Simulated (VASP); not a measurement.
# TiO2 in VASP: work function with PBEsol

Aim: the work function of TiO2 with PBEsol.

All numbers are computed with VASP 6.6.1; they aren't measurements. Logs are shortened: lines on timing, memory, paths and dates and some standing lists are left out, and cuts for length are marked.

## 1. The structure

The cell holds a slab with vacuum, 12 atoms: a = 4.592 Å, b = 2.957 Å, c = 24.680 Å, α = 90.00°, β = 90.00°, γ = 90.00°.

## 2. Work function, PBEsol

File INCAR:

```
  ALGO = Normal
  DIPOL = 0.5 0.5 0.500
  EDIFF = 1E-6
  ENCUT = 520
  GGA = PS
  IDIPOL = 3
  ISIF = 2
  ISMEAR = 0
  KPAR = 8
  LASPH = True
  LCHARG = True
  LDIPOL = True
  LREAL = False
  LVACPOTAV = True
  LVHAR = True
  LWAVE = False
  NELM = 60
  PREC = Accurate
  SIGMA = 0.05
```

File KPOINTS:

```
k-points
0
Gamma
  6 8 1
```

File POSCAR:

```
TiO2                                    
1.0
    4.5922000000      0.0000000000      0.0000000000
    0.0000000000      2.9574000000      0.0000000000
    0.0000000000      0.0000000000     24.6796253760
  O               Ti            
     8     4
Direct
     0.1467495668491454    0.5000000000000000    0.3219344511173298
     0.3000646039275446    0.0000000000000000    0.4174328619434309
     0.7806912582103442    0.5000000000000000    0.3936801127329862
     0.7017005761352220    0.0000000000000000    0.4887011696892863
     0.2017005761352221    0.5000000000000000    0.5112988303107139
     0.2806912582103441    0.0000000000000000    0.6063198872670138
     0.8000646039275446    0.5000000000000000    0.5825671380565692
     0.6467495668491454    0.0000000000000000    0.6780655488826699
     0.0396432487886653    0.0000000000000000    0.3615344312188118
     0.5311507460890785    0.5000000000000000    0.4522658027987540
     0.0311507460890786    0.0000000000000000    0.5477341972012462
     0.5396432487886652    0.5000000000000000    0.6384655687811883
```

Potentials or basis: VASP PAW PBE potentials, release 64 (O, Ti_sv).

On the command line:

```console
$ cat potpaw_PBE.64/O/POTCAR potpaw_PBE.64/Ti_sv/POTCAR > POTCAR
$ mpirun -np 8 vasp_std > vasp.out
```

OUTCAR:

```text
EDIFF = 1E-6
   ENCUT = 520
   GGA = PS
   ISIF = 2
   ISMEAR = 0
   LASPH = True
   LREAL = False
   NELM = 60
   PREC = Accurate

 ion  position               nearest neighbor table
   1  0.147  0.500  0.322-   9 1.84   9 1.84
   2  0.300  0.000  0.417-   9 1.83  10 2.01  10 2.01
   3  0.781  0.500  0.394-  10 1.84   9 2.06   9 2.06
   4  0.702  0.000  0.489-  10 1.90  10 1.90  11 2.10
   5  0.202  0.500  0.511-  11 1.90  11 1.90  10 2.10
   6  0.281  0.000  0.606-  11 1.84  12 2.06  12 2.06
   7  0.800  0.500  0.583-  12 1.83  11 2.01  11 2.01
   8  0.647  0.000  0.678-  12 1.84  12 1.84
   9  0.040  0.000  0.362-   2 1.83   1 1.84   1 1.84   3 2.06   3 2.06
  10  0.531  0.500  0.452-   3 1.84   4 1.90   4 1.90   2 2.01   2 2.01   5 2.10
  11  0.031  0.000  0.548-   6 1.84   5 1.90   5 1.90   7 2.01   7 2.01   4 2.10
  12  0.540  0.500  0.638-   7 1.83   8 1.84   8 1.84   6 2.06   6 2.06

  LATTYP: Found a simple orthorhombic cell.
 ALAT       =     2.9574000000
 B/A-ratio  =     1.5527828498
 C/A-ratio  =     8.3450413796

  Lattice vectors:

 A1 = (   0.0000000000,  -2.9574000000,   0.0000000000)
 A2 = (   4.5922000000,   0.0000000000,   0.0000000000)
 A3 = (   0.0000000000,   0.0000000000,  24.6796253760)

Analysis of symmetry for initial positions (statically):
=====================================================================
 Subroutine PRICEL returns:
 Original cell was already a primitive cell.

 Routine SETGRP: Setting up the symmetry group for a
 simple orthorhombic supercell.

 Subroutine GETGRP returns: Found  4 space group operations
 (whereof  2 operations were pure point group operations)
 out of a pool of  8 trial point group operations.

The static configuration has the point symmetry C_1h.
 The point group associated with its full space group is C_2v.

Analysis of symmetry for dynamics (positions and initial velocities):
=====================================================================
 Subroutine PRICEL returns:
 Original cell was already a primitive cell.

 Routine SETGRP: Setting up the symmetry group for a
 simple orthorhombic supercell.

 Subroutine GETGRP returns: Found  4 space group operations
 (whereof  2 operations were pure point group operations)
 out of a pool of  8 trial point group operations.

The dynamic configuration has the point symmetry C_1h.
 The point group associated with its full space group is C_2v.

 Subroutine INISYM returns: Found  4 space group operations
 (whereof  2 operations are pure point group operations),
 and found     1 'primitive' translations

[... 125 lines left out ...]
   EFERMI_NEDOS =   21; number of points for ismear=-14 and -15
   IALGO  =     38    algorithm
   IMIX   =      4    mixing-type and parameters
     AMIX     =   0.40;   BMIX     =  1.00
     AMIX_MAG =   1.60;   BMIX_MAG =  1.00
  volume/ion in A,a.u.               =      27.93       188.49
  Fermi-wavevector in a.u.,A,eV,Ry     =   1.079134  2.039268 15.844399  1.164530
  Thomas-Fermi vector in A             =   2.215091
   LORBIT       =      0    0 simple, 1 ext, 2 COOP (PROOUT), +10 PAW based schemes
   GGA     = PS    functional components
   LHFCALC =     F    Hartree Fock is set to
   AEXX    =    0.0000 exact exchange contribution
   IVDW    =     0    specifies the selected vdW correction
   LEPSILON=     F    determine dielectric tensor
   LRPA    =     F    only Hartree local field effects (RPA)
 non-spin polarized calculation
 Gauss-broadening in eV      SIGMA  =   0.05
  energy-cutoff  :      520.00
  volume of cell :      335.17
 maximum number of plane-waves:      9085
 NGX is ok and might be reduce to    36
   NGX = 17   NGY = 11   NGZ = 91

 number of electron      95.9999953 magnetization

 dipolmoment           0.000000      0.000000      0.000000 electrons x Angstroem

 Free energy of the ion-electron system (eV)
  ---------------------------------------------------
  ext. energy  EPLUGINS =         0.00000000
  ---------------------------------------------------
  free energy    TOTEN  =      -110.81333453 eV

  energy without entropy =     -110.81333453  energy(sigma->0) =     -110.81333453

 E-fermi :  -2.7721     XC(G=0):  -4.9154

 val. band max:       -3.0899888402   @ k =   0.0000   0.0000   0.0000
 cond. band min:      -0.7093786508   @ k =   0.0000   0.0000   0.0000
 fundamental gap:      2.3806101894
 Fermi energy:        -2.7721301203

 k-point     1 :       0.0000    0.0000    0.0000
  band No.  band energies     occupation
      1     -59.4276      2.00000
      2     -59.4202      2.00000
      3     -58.9974      2.00000
      4     -58.9974      2.00000
      5     -35.8503      2.00000
      6     -35.8424      2.00000
[... 1189 lines left out ...]
     56       0.6364      0.00000
     57       0.8412      0.00000

------------------------ aborting loop because EDIFF is reached ----------------------------------------

  FORCE on cell =-STRESS in cart. coord.  units (eV):
  Direction    XX          YY          ZZ          XY          YZ          ZX
  --------------------------------------------------------------------------------------
  -------------------------------------------------------------------------------------
  Total        2.6727849     -4.0502858     -0.2519427      0.0000000      0.0000000      0.0000000
  in kB       12.7763018    -19.3609572     -1.2043229      0.0000000      0.0000000      0.0000000
  external PRESSURE =      -2.5963261 kB  Pullay stress =       0.0000000 kB

 VOLUME and BASIS-vectors are now :
 -----------------------------------------------------------------------------
  energy-cutoff  :      520.00
  volume of cell :      335.17
      direct lattice vectors                 reciprocal lattice vectors
     4.592200000  0.000000000  0.000000000     0.217760550  0.000000000  0.000000000
     0.000000000  2.957400000  0.000000000     0.000000000  0.338134848  0.000000000
     0.000000000  0.000000000 24.679625376     0.000000000  0.000000000  0.040519254

 POSITION                                       TOTAL-FORCE (eV/Angst)
 -----------------------------------------------------------------------------------
      0.67390      1.47870      7.94522        -0.004170      0.000000      0.004456
      1.37796      0.00000     10.30209        -0.004789      0.000000      0.005512
      3.58509      1.47870      9.71588        -0.013296      0.000000     -0.005239
      3.22235      0.00000     12.06096        -0.004316      0.000000     -0.004270
      0.92625      1.47870     12.61866        -0.004316      0.000000      0.004270
      1.28899      0.00000     14.96375        -0.013296      0.000000      0.005239
      3.67406      1.47870     14.37754        -0.004789      0.000000     -0.005512
      2.97000      0.00000     16.73440        -0.004170      0.000000     -0.004456
      0.18205      0.00000      8.92253         0.014299      0.000000      0.001930
      2.43915      1.47870     11.16175         0.012271      0.000000      0.000890
      0.14305      0.00000     13.51787         0.012271      0.000000     -0.000890
      2.47815      1.47870     15.75709         0.014299      0.000000     -0.001930
 -----------------------------------------------------------------------------------
    total drift:                                0.000198      0.000000      0.000001

  FREE ENERGIE OF THE ION-ELECTRON SYSTEM (eV)
  ---------------------------------------------------
  free  energy   TOTEN  =      -110.8133345284 eV

  energy  without entropy=     -110.8133345284  energy(sigma->0) =     -110.81333453

 vacuum level on the upper side and lower side of the slab         4.580         4.580
```

OSZICAR:

```text
N       E                     dE             d eps       ncg     rms          rms(c)
DAV:   1     0.134003702008E+04    0.13400E+04   -0.48757E+04  2552   0.164E+03
DAV:   2     0.895595520064E+02   -0.12505E+04   -0.12138E+04  2819   0.498E+02
DAV:   3    -0.123682617129E+03   -0.21324E+03   -0.21200E+03  3026   0.207E+02
[... 19 lines left out ...]
DAV:  23    -0.110813319471E+03   -0.11767E-04   -0.58001E-07  1504   0.334E-03    0.109E-03
DAV:  24    -0.110813326248E+03   -0.67769E-05   -0.26524E-07  1408   0.292E-03    0.696E-04
DAV:  25    -0.110813332647E+03   -0.63986E-05   -0.40761E-07  1453   0.266E-03    0.811E-04
DAV:  26    -0.110813333804E+03   -0.11571E-05   -0.12551E-07  1322   0.186E-03    0.427E-04
DAV:  27    -0.110813334528E+03   -0.72433E-06   -0.87619E-08  1314   0.120E-03
   1 F= -.11081333E+03 E0= -.11081333E+03  d E =-.165090E-20
```

It took 3.9 min on 8 MPI ranks of Intel Xeon Platinum 8488C (Sapphire Rapids), shared host; peak memory 0.55 GiB.

What came out:

```
Free energy                            : -110.8133 eV
Largest force                          : 0.014 eV/Å
Band gap on the k mesh                 : 2.38 eV, direct
Ionisation potential of the upper face : 7.67 eV
```

Forces on the atoms (eV/Å):
```
O   -0.004  0.000  0.004
O   -0.005  0.000  0.006
O   -0.013  0.000 -0.005
O   -0.004  0.000 -0.004
O   -0.004  0.000  0.004
O   -0.013  0.000  0.005
O   -0.005  0.000 -0.006
O   -0.004  0.000 -0.004
Ti   0.014  0.000  0.002
Ti   0.012  0.000  0.001
Ti   0.012  0.000 -0.001
Ti   0.014  0.000 -0.002
```

Caveat: the PAW data sets were made with another functional, which shifts forces and pressure a little.
